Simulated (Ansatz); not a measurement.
# Dielectric response of GaN (110) films, part 6 of 6

How well do thin zincblende GaN (110) films screen a perpendicular field?

Ansatz 0.2.0; plane-wave DFT, PBEsol, Ansatz PAW.

So far. Step 35 (Response with the atoms relaxed, 24 atoms, units 12): The induced dipole is that of a conductor 18.14 Å thick. Step 36 (Relaxing the film, 32 atoms, units 16): The gap is 1.54 eV, with the valence edge 5.81 eV and the conduction edge 4.27 eV under the upper vacuum level.

## Step 38: The relaxed film, single point, 32 atoms, units 16

The next thickness, treated alike, so that differences show the interior and the faces cancel.

input.yaml reads:

```yaml
crystal:
  lattice:
    - [3.18198052, 0.0, 0.0]
    - [0.0, 4.5, 0.0]
    - [0.0, 0.0, 41.864853865]
  atoms:
    - { symbol: Ga, position: [0.5, 0.5463217895, 0.2201843667] }
    - { symbol: "N", position: [0.0, 0.7464272361, 0.2143972271] }
    - { symbol: Ga, position: [0.0, -0.0009063407, 0.2519636185] }
    - { symbol: "N", position: [0.5, 0.2439906871, 0.2528750286] }
    - { symbol: Ga, position: [0.5, 0.4978905277, 0.2914496588] }
    - { symbol: "N", position: [0.0, 0.7481095489, 0.2909900531] }
    - { symbol: Ga, position: [0.0, -0.0037521414, 0.3289755978] }
    - { symbol: "N", position: [0.5, 0.2464141428, 0.329136616] }
    - { symbol: Ga, position: [0.5, 0.4970919458, 0.3671097036] }
    - { symbol: "N", position: [0.0, 0.7469139002, 0.367080642] }
    - { symbol: Ga, position: [0.0, -0.0030592979, 0.4050470436] }
    - { symbol: "N", position: [0.5, 0.2468309829, 0.4050597138] }
    - { symbol: Ga, position: [0.5, 0.4969931316, 0.4430357883] }
    - { symbol: "N", position: [0.0, 0.7468803244, 0.4430356249] }
    - { symbol: Ga, position: [0.0, -0.0030213011, 0.4810107756] }
    - { symbol: "N", position: [0.5, 0.2468748336, 0.4810109839] }
    - { symbol: Ga, position: [0.5, 0.4969786994, 0.5189892244] }
    - { symbol: "N", position: [0.0, 0.746874834, 0.5189890162] }
    - { symbol: Ga, position: [0.0, -0.0030068664, 0.5569642118] }
    - { symbol: "N", position: [0.5, 0.2468803263, 0.5569643752] }
    - { symbol: Ga, position: [0.5, 0.496940705, 0.5949529565] }
    - { symbol: "N", position: [0.0, 0.7468309858, 0.5949402862] }
    - { symbol: Ga, position: [0.0, -0.0029080503, 0.6328902964] }
    - { symbol: "N", position: [0.5, 0.246913904, 0.632919358] }
    - { symbol: Ga, position: [0.5, 0.4962478634, 0.6710244022] }
    - { symbol: "N", position: [0.0, 0.7464141474, 0.6708633839] }
    - { symbol: Ga, position: [0.0, -0.0021094675, 0.7085503413] }
    - { symbol: "N", position: [0.5, 0.2481095536, 0.7090099466] }
    - { symbol: Ga, position: [0.5, 0.4990936647, 0.7480363816] }
    - { symbol: "N", position: [0.0, 0.7439906923, 0.7471249711] }
    - { symbol: Ga, position: [0.0, 0.0463217952, 0.7798156331] }
    - { symbol: "N", position: [0.5, 0.2464272437, 0.785602773] }
kpoints:
  mp_grid: { grid: [8, 6, 1] }
hamiltonian:
  xc: pbesol
scf:
  occupations: { method: fixed }
  convergence: { dr2_threshold: 1.0e-09 }
efield:
  axis: 3
  dipole_correction: true
  ramp_position: 0.97
  ramp_width: 0.06
output:
  eigenvalues: true
  dos: { projected: true, e_range: [-7, 7] }
  write_potential: true
  write_density: true
  volumetric_format: npy
checkpoint:
  write: end16.run
  compress: false
  write_wavefunctions: false
```

Command:

```
$ ansatz run input.yaml --threads 4 --pin off --max-ram 16384MiB --backend cpu --events-out ev --progress --plain --runs-dir out
```

Numbers of over 12 decimals in the logs are rounded to 6 here.

The log of the run:

```text
[...]
Crystal: 32 atoms, lattice volume = 599.459 Å³
Basis set: ecut = 420 eV, 11735 PW (Γ)
Bands: 176, of which v1, the nominal top of the filled ones, is band 144 counted from 1 (143 counted from 0)
Symmetry: 2 space group operations
k-points: 20 of 48 (time reversal used)
[...]
k-point 0: bands = [... 140 lower, 3.4331, 3.4552, 3.5824, 3.6244, 5.1688, 5.4298, 5.9720, 6.5718, ... 28 higher]
  k-point 1: bands = [... 140 lower, 3.2296, 3.2330, 3.5226, 3.5283, 5.9576, 6.0226, 6.3598, 6.7656, ... 28 higher]
  k-point 2: bands = [... 140 lower, 2.8136, 2.8246, 3.4076, 3.4079, 6.8532, 6.8542, 7.3549, 7.4917, ... 28 higher]
  k-point 19: bands = [... 140 lower, 2.4535, 2.4535, 3.3387, 3.3387, 6.9256, 6.9256, 8.2604, 8.2604, ... 28 higher]
[key lines of the parts left out:]
SCF converged after 11 iterations
Free energy (F): -65961.892405 eV
Fermi energy:    3.624387 eV
Dipole field:    D = -0.000000 V/Å  (p = -0.000000 e·Å, saw-weighted, corrected)
Work function:   Φ+ = 5.8136 eV   Φ− = 5.8136 eV
```

Run time: 2.3 min. Hardware: 4 threads of Arm Neoverse V1, shared host; peak memory 3.5 GiB.

Running mean over 1.591 Å of the planar mean; the ramp of the sawtooth is left out. Electron's electrostatic potential energy less the highest filled level against z:

z (Å), electron's electrostatic potential energy less the highest filled level (eV) and a bar from the least value:
```
        4       5.81 ##############################
        5       5.81 ##############################
        6       5.81 ##############################
        7       5.68 ##############################
        8       3.03 ######################
        9      -3.37 #####
       10      -5.31 
       11      -4.47 ##
       12      -4.35 ###
       13      -4.55 ##
       14      -4.51 ##
       15      -4.49 ##
       16      -4.52 ##
       17      -4.51 ##
       18      -4.51 ##
       19      -4.51 ##
       20      -4.51 ##
       21      -4.51 ##
       22      -4.51 ##
       23      -4.51 ##
       24      -4.51 ##
       25      -4.51 ##
       26      -4.51 ##
       27      -4.49 ##
       28      -4.52 ##
       29      -4.54 ##
       30      -4.31 ###
       31      -4.59 ##
       32      -5.26 
       33      -2.76 #######
       34       3.85 #########################
       35       5.72 ##############################
       36       5.81 ##############################
       37       5.81 ##############################
       38       5.81 ##############################
```

The gap is 1.54 eV, with the valence edge 5.81 eV and the conduction edge 4.27 eV under the upper vacuum level.

## Step 39: Single point, 32 atoms, units 16, field 0.05 V/Å

input.yaml, as its differences from that of step 38:

```diff
@@ -44,3 +44,3 @@
   occupations: { method: fixed }
-  convergence: { dr2_threshold: 1.0e-09 }
+  convergence: { dr2_threshold: 1.0e-10 }
 efield:
@@ -50,5 +50,4 @@
   ramp_width: 0.06
+  amplitude: 0.05
 output:
-  eigenvalues: true
-  dos: { projected: true, e_range: [-7, 7] }
   write_potential: true
@@ -56,5 +55 @@
   volumetric_format: npy
-checkpoint:
-  write: end16.run
-  compress: false
-  write_wavefunctions: false
```

The log of the run:

```text
[...]
Crystal: 32 atoms, lattice volume = 599.459 Å³
Basis set: ecut = 420 eV, 11735 PW (Γ)
Bands: 176, of which v1, the nominal top of the filled ones, is band 144 counted from 1 (143 counted from 0)
Symmetry: 2 space group operations
k-points: 20 of 48 (time reversal used)
[...]
k-point 0: bands = [... 140 lower, 3.4263, 3.4993, 3.5278, 3.6825, 5.1541, 5.4400, 5.9728, 6.5712, ... 28 higher]
  k-point 1: bands = [... 140 lower, 3.2329, 3.2901, 3.4498, 3.6032, 5.9067, 6.0678, 6.3606, 6.7652, ... 28 higher]
  k-point 2: bands = [... 140 lower, 2.8169, 2.8428, 3.3195, 3.4960, 6.7530, 6.9538, 7.3447, 7.4884, ... 28 higher]
  k-point 19: bands = [... 140 lower, 2.4372, 2.4977, 3.2482, 3.4292, 6.8296, 7.0213, 8.2480, 8.2664, ... 28 higher]
[key lines of the parts left out:]
SCF converged after 16 iterations
Free energy (F): -65961.894579 eV
Fermi energy:    3.682457 eV
Dipole field:    D = 0.026251 V/Å  (p = 0.086965 e·Å, saw-weighted, corrected)
```

Wall time 2.7 min (4 threads); peak memory 3.5 GiB.

The dipole is 0.0870 e·Å, and the gap on the mesh 1.472 eV.

## Step 40: Atoms held, 32 atoms, units 16, field -0.05 V/Å

input.yaml, as its differences from that of step 39:

```diff
@@ -50,3 +50,3 @@
   ramp_width: 0.06
-  amplitude: 0.05
+  amplitude: -0.05
 output:
```

The log of the run:

```text
[...]
Crystal: 32 atoms, lattice volume = 599.459 Å³
Basis set: ecut = 420 eV, 11735 PW (Γ)
Bands: 176, of which v1, the nominal top of the filled ones, is band 144 counted from 1 (143 counted from 0)
Symmetry: 2 space group operations
k-points: 20 of 48 (time reversal used)
[...]
k-point 0: bands = [... 140 lower, 3.4263, 3.4993, 3.5278, 3.6825, 5.1541, 5.4400, 5.9728, 6.5712, ... 28 higher]
  k-point 1: bands = [... 140 lower, 3.2329, 3.2901, 3.4498, 3.6032, 5.9067, 6.0678, 6.3606, 6.7652, ... 28 higher]
  k-point 2: bands = [... 140 lower, 2.8169, 2.8428, 3.3195, 3.4960, 6.7530, 6.9538, 7.3447, 7.4884, ... 28 higher]
  k-point 19: bands = [... 140 lower, 2.4372, 2.4977, 3.2482, 3.4292, 6.8296, 7.0213, 8.2480, 8.2664, ... 28 higher]
[key lines of the parts left out:]
SCF converged after 16 iterations
Free energy (F): -65961.894579 eV
Fermi energy:    3.682457 eV
Dipole field:    D = -0.026251 V/Å  (p = -0.086965 e·Å, saw-weighted, corrected)
```

It took 2.7 min on 4 threads; peak memory 3.5 GiB; 11 min of CPU time.

The dipole is -0.0870 e·Å, and the gap on the mesh 1.472 eV.

## Step 41: Response with the atoms held, 32 atoms, units 16

This step: plane-wave DFT, PBEsol, Ansatz PAW; response to a field along the normal, atoms held (Ansatz 0.2.0).

Local field over the applied field, running mean. From the potentials at -0.05 and 0.05 V/Å; running mean over 1.591 Å, taken twice. Local field over applied field against z:

```tsv
z (Å)	local field over applied field
6	0.980
8	0.560
10	0.124
12	0.157
14	0.162
16	0.164
18	0.166
20	0.166
22	0.166
24	0.165
26	0.164
28	0.161
30	0.157
32	0.125
34	0.611
36	0.985
```

The induced dipole is that of a conductor 21.98 Å thick.

## Step 42: Electronic ε from the series

This step: plane-wave DFT, PBEsol, Ansatz PAW; permittivity from the thickness series, atoms held (Ansatz 0.2.0).

Each added layer adds t(1 − 1/ε) to the dipole term, so the slope against thickness gives ε without a choice of where the film ends.

This step gave:

```yaml
slope: 0.8342
intercept_of_the_fit: 2.033 Å
eps_of_the_interior: 6.030
```

The equivalent conductor thickness by distance between the outer atoms:

```tsv
distance between the outer atoms (Å)	equivalent conductor thickness (Å)
6.43	7.39
8.01	8.72
11.19	11.4
12.78	12.7
17.55	16.7
23.91	22.0
```

By hand, from the thinnest and the thickest film: slope = (21.980 − 7.389) / (23.913 − 6.428) = 0.834, so ε = 1/(1 − 0.834) = 6.04.

## Step 43: Static ε from the series

This step: plane-wave DFT, PBEsol, Ansatz PAW; permittivity from the thickness series, atoms relaxed (Ansatz 0.2.0).

The same fit for the relaxed films. The nearer its slope lies to 1, the more ε hangs on small errors.

Numbers from this step:

```
slope                : 0.9041
intercept of the fit : 2.268 Å
ε of the interior    : 10.43
```

Equivalent conductor thickness against distance between the outer atoms:

```tsv
distance between the outer atoms (Å)	equivalent conductor thickness (Å)
6.43	8.09
11.19	12.4
17.55	18.1
```

By hand, from the thinnest and the thickest film: slope = (18.144 − 8.086) / (17.554 − 6.428) = 0.904, so ε = 1/(1 − 0.904) = 10.4. One nm of such a film has the capacitance of 3.9/10.4 = 0.37 nm of SiO₂ (its equivalent oxide thickness).

## Step 44: A changed input: scf.lower_state_search = "standard"

This step: plane-wave DFT, PBEsol, Ansatz PAW (Ansatz 0.2.0).

System of this step: GaN (110), 5 units. The cell holds 10 atoms: 5 Ga and 5 N. Its edges and angles: a = 3.182 Å, b = 4.500 Å, c = 24.364 Å, α = 90.0°, β = 90.0°, γ = 90.0°. It derives from GaN (zincblende GaN). Vacuum lies along c.

A run with a changed input: it repeats the earlier run at 0.05 V/Å, 5 units with scf.lower_state_search to standard.

input.yaml reads:

```yaml
crystal:
  lattice:
    - [3.18198052, 0.0, 0.0]
    - [0.0, 4.5, 0.0]
    - [0.0, 0.0, 24.3639610307]
  atoms:
    - { symbol: Ga, position: [0.5, 0.5397207529, 0.3779655219] }
    - { symbol: "N", position: [0.0, 0.7398393857, 0.3680826796] }
    - { symbol: Ga, position: [0.0, -0.0085857773, 0.432956925] }
    - { symbol: "N", position: [0.5, 0.2368848595, 0.4342008071] }
    - { symbol: Ga, position: [0.5, 0.49165892, 0.4999999842] }
    - { symbol: "N", position: [0.0, 0.7426224858, 0.5000000104] }
    - { symbol: Ga, position: [0.0, -0.0085857692, 0.5670430561] }
    - { symbol: "N", position: [0.5, 0.2368848988, 0.5657992167] }
    - { symbol: Ga, position: [0.5, 0.5397208006, 0.6220344755] }
    - { symbol: "N", position: [0.0, 0.7398394432, 0.6319173237] }
kpoints:
  mp_grid: { grid: [8, 6, 1] }
hamiltonian:
  xc: pbesol
scf:
  occupations: { method: fixed }
  convergence: { dr2_threshold: 1.0e-10 }
  lower_state_search: standard
efield:
  axis: 3
  dipole_correction: true
  ramp_position: 0.97
  ramp_width: 0.06
  amplitude: 0.05
output:
  write_potential: true
  write_density: true
  volumetric_format: npy
```

The log of the run:

```text
[...]
Crystal: 10 atoms, lattice volume = 348.865 Å³
Basis set: ecut = 420 eV, 6813 PW (Γ)
Bands: 55, of which v1, the nominal top of the filled ones, is band 45 counted from 1 (44 counted from 0)
Symmetry: 2 space group operations
k-points: 20 of 48 (time reversal used)
[...]
SCF iter   1: F=—  HF=-20621.000472 eV  |F-HF|=—  |Δ(HF+E_count)|=         —  Δρ=9.00e-2  dr2=3.63e1  ethr=3.10e-3  p=0.034 e·Å  D=1.78e-2 V/Å  ΔV_dip=-0.43 eV  dr2_dipole=2.31e-4  V_vac-E_F(+/−)=10.80/10.13 eV  ⟨swp⟩=5.2  Hψ=4129  notcnv=0  defer=143
[...]
SCF iter  15: F=-20610.695171 eV  HF=-20610.695171 eV  |F-HF|=1.46e-11  |Δ(HF+E_count)|=  1.20e-10  Δρ=8.80e-8  dr2=1.52e-11  ethr=1.00e-12  p=0.029 e·Å  D=1.52e-2 V/Å  ΔV_dip=-0.37 eV  dr2_dipole=6.74e-14  V_vac-E_F(+/−)=6.17/5.43 eV  ⟨swp⟩=16.9  Hψ=4793  notcnv=0
SCF 1 converged in 15 iterations: F = -20610.695171 eV  dr2 = 1.52e-11
[...]
SCF converged after 15 iterations
[...]
Free energy (F): -20610.695171 eV
[...]
Internal energy: -20610.695171 eV  (E = F + TS)
E sigma→0 (E₀):  -20610.695171 eV
Fermi energy:    -0.774862 eV
Dipole field:    D = 0.015163 V/Å  (p = 0.029233 e·Å, saw-weighted, corrected)
Work function:   not extracted (applied field tilts the vacuum); planar V_es + V_field profile in the machine report
[...]
--- Band table (eV; the first three rows and the last of 20) ---
  k-point 0: bands = [... 41 lower, -1.2440, -0.9677, -0.9080, -0.8786, 0.7726, 2.0565, 2.7738, 3.7215, ... 6 higher]
  k-point 1: bands = [... 41 lower, -1.3537, -1.2440, -1.1628, -0.7749, 1.4667, 2.1575, 2.9063, 3.6869, ... 6 higher]
  k-point 2: bands = [... 41 lower, -1.6717, -1.6425, -1.1803, -0.8416, 2.3817, 2.5536, 3.1914, 3.9033, ... 6 higher]
  k-point 19: bands = [... 41 lower, -2.4213, -2.2345, -1.3190, -0.8192, 2.2530, 2.8755, 4.6713, 5.0192, ... 6 higher]
```

Wall time 17 s (4 threads); peak memory 0.93 GiB.

This step gave:

```yaml
gap_on_the_k_mesh: 1.547 eV
dipole_along_the_normal: 0.02923 e·Å
```

```tsv
quantity	this run	earlier run	difference
dipole along the normal (e·Å)	0.02923	0.02923	0
gap on the k-mesh (eV)	1.547	1.547	0
```

Nothing in the table moves by 0.01 in its unit (for the dipole 0.5 % and 5e-5 e·Å).

## Step 45: The same run with other settings

Another changed input: it repeats the earlier run at 0.05 V/Å, 5 units with scf.algorithm to density_mixing and crystal.symmetry to detect: false.

input.yaml, as its differences from that of step 44:

```diff
@@ -16,2 +16,3 @@
     - { symbol: "N", position: [0.0, 0.7398394432, 0.6319173237] }
+  symmetry: { detect: false }
 kpoints:
@@ -23,3 +24,3 @@
   convergence: { dr2_threshold: 1.0e-10 }
-  lower_state_search: standard
+  algorithm: density_mixing
 efield:
```

The log of the run:

```text
[...]
Crystal: 10 atoms, lattice volume = 348.865 Å³
Basis set: ecut = 420 eV, 6813 PW (Γ)
Bands: 55, of which v1, the nominal top of the filled ones, is band 45 counted from 1 (44 counted from 0)
Symmetry: 1 space group operations
k-points: 26 of 48 (time reversal used)
[...]
SCF iter   1: F=—  HF=-20620.999725 eV  |F-HF|=—  |Δ(HF+E_count)|=         —  Δρ=9.00e-2  dr2=3.63e1  ethr=3.10e-3  p=0.034 e·Å  D=1.78e-2 V/Å  ΔV_dip=-0.43 eV  dr2_dipole=2.30e-4  V_vac-E_F(+/−)=10.80/10.13 eV  ⟨swp⟩=5.2  Hψ=5329  notcnv=0  defer=185
[...]
SCF iter  15: F=-20610.695171 eV  HF=-20610.695171 eV  |F-HF|=2.91e-11  |Δ(HF+E_count)|=  3.64e-11  Δρ=8.75e-8  dr2=1.48e-11  ethr=1.00e-12  p=0.029 e·Å  D=1.52e-2 V/Å  ΔV_dip=-0.37 eV  dr2_dipole=8.16e-14  V_vac-E_F(+/−)=6.17/5.43 eV  ⟨swp⟩=17.1  Hψ=6302  notcnv=0
SCF 1 converged in 15 iterations: F = -20610.695171 eV  dr2 = 1.48e-11
[...]
SCF converged after 15 iterations
[...]
Free energy (F): -20610.695171 eV
[...]
Internal energy: -20610.695171 eV  (E = F + TS)
E sigma→0 (E₀):  -20610.695171 eV
Fermi energy:    -0.774862 eV
Dipole field:    D = 0.015162 V/Å  (p = 0.029233 e·Å, saw-weighted, corrected)
Work function:   not extracted (applied field tilts the vacuum); planar V_es + V_field profile in the machine report
[...]
--- Band table (eV; the first three rows and the last of 26) ---
  k-point 0: bands = [... 41 lower, -1.2440, -0.9677, -0.9080, -0.8786, 0.7726, 2.0565, 2.7738, 3.7215, ... 6 higher]
  k-point 1: bands = [... 41 lower, -1.3537, -1.2440, -1.1628, -0.7749, 1.4667, 2.1575, 2.9063, 3.6869, ... 6 higher]
  k-point 2: bands = [... 41 lower, -1.6717, -1.6425, -1.1803, -0.8416, 2.3817, 2.5536, 3.1914, 3.9033, ... 6 higher]
  k-point 25: bands = [... 41 lower, -2.4213, -2.2345, -1.3190, -0.8192, 2.2530, 2.8755, 4.6713, 5.0192, ... 6 higher]
```

Run time: 23 s. Hardware: 4 threads; peak memory 0.96 GiB; 89 s of CPU time.

```tsv
quantity	this run	earlier run	difference
dipole along the normal (e·Å)	0.02923	0.02923	-4.5e-8
gap on the k-mesh (eV)	1.547	1.547	6.5e-8
```

Nothing in the table moves by 0.01 in its unit (for the dipole 0.5 % and 5e-5 e·Å).

## Step 46: Summary of results

```
electronic ε from the thickness series : 6.03
static ε from the thickness series     : 10.4
local electronic ε, middle of 16 units : 6.04
```

The films give an electronic ε of 6.03 and a static ε of 10.4. The slope of the series and the field inside the thickest film give 6.03 and 6.04, in agreement. Ions raise ε from 6.03 to 10.4. The in-plane lattice constants are held at typed bulk values. Semilocal functionals tend to overestimate the electronic ε a little.

[Logs are printed without paths, hosts, clocks, repeated set-up lines and the standing remarks that a program may print on its own settings, such as how far it seeks lower states.]

[Hosts, paths, dates, database ids (printed as entryN), source tags and the programs' standing remarks are cut or masked in the printed files.]

[Maps of the electrostatic potential energy from Ansatz leave out the sawtooth potential of an applied field or a dipole correction, so their vacuum need not be flat; planar profiles and work functions include it.]
